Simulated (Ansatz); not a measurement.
Here is an Ansatz 0.2.0 calculation.

input.yaml

```yaml
crystal:
  lattice:
    - [3.812, 0.0, 0.0]
    - [-1.906, 3.3012888392, 0.0]
    - [0.0, 0.0, 18.68999]
  atoms:
    - { symbol: Zn, position: [0.3333333333, 0.6666666667, 0.83333] }
    - { symbol: Zn, position: [0.6666666667, 0.3333333333, 0.33333] }
    - { symbol: Zn, position: [0.6666666667, 0.3333333333, 0.66667] }
    - { symbol: Zn, position: [0.3333333333, 0.6666666667, 0.16667] }
    - { symbol: Zn, position: [0.0, 0.0, 0.5] }
    - { symbol: Zn, position: [0.0, 0.0, 0.0] }
    - { symbol: S, position: [0.3333333333, 0.6666666667, 0.95833] }
    - { symbol: S, position: [0.6666666667, 0.3333333333, 0.45833] }
    - { symbol: S, position: [0.6666666667, 0.3333333333, 0.79167] }
    - { symbol: S, position: [0.3333333333, 0.6666666667, 0.29167] }
    - { symbol: S, position: [0.0, 0.0, 0.625] }
    - { symbol: S, position: [0.0, 0.0, 0.125] }
hamiltonian:
  xc: pbesol
  pseudopotentials: { kind: paw }
  dispersion: d3bj
kpoints:
  mp_grid: { grid: [8, 8, 2] }
scf:
  occupations: { method: fermi_dirac, width: 0.05 }
output:
  forces: true
  stress: true
  write_density: true
  write_potential: true
  elf: true
  volumetric_format: npy
relax:
  f_tol: 0.01
  max_steps: 40
  cell: { stress_tol: 0.05 }
```

Potentials or basis: Ansatz PAW.

Run with:

```console
$ ansatz run input.yaml --threads 4 --pin off --max-ram 11264MiB --backend cpu --events-out ev --progress --plain --runs-dir out
```

Q: Estimate the relaxed volume.

A: 18.69 Å³/atom.

Q: What does it give for the band gap on the k mesh?

A: 2.23 eV, direct.

Q: What does it give for the relaxed cell?

A: a = 3.751 Å, b = 3.751 Å, c = 18.410 Å, α = 90.00°, β = 90.00°, γ = 120.00°.

Q: Predict the space group after relaxing (to 0.05 Å).

A: P6_3mc (No. 186).

Final structure:
```xyz
12
Lattice="3.7505 0.0000 0.0000 -1.8753 3.2480 0.0000 0.0000 0.0000 18.4103" Properties=species:S:1:pos:R:3 pbc="T T T"
Zn    0.0000    2.1654   15.3413
Zn    1.8753    1.0827    6.1362
Zn    1.8753    1.0827   12.2770
Zn    0.0000    2.1654    3.0718
Zn    0.0000    0.0000    9.2060
Zn    0.0000    0.0000    0.0008
S     0.0000    2.1654   17.6390
S     1.8753    1.0827    8.4339
S     1.8753    1.0827   14.5739
S     0.0000    2.1654    5.3687
S     0.0000    0.0000   11.5079
S     0.0000    0.0000    2.3028
```

Caveat: the plane-wave basis is chosen anew once the cell has moved, so the energies of steps on either side of that aren't comparable; the PAW data sets come from PBE, with cores solved anew for the run's functional, which leaves a small shift of forces and pressure. A k mesh can miss the band edges.
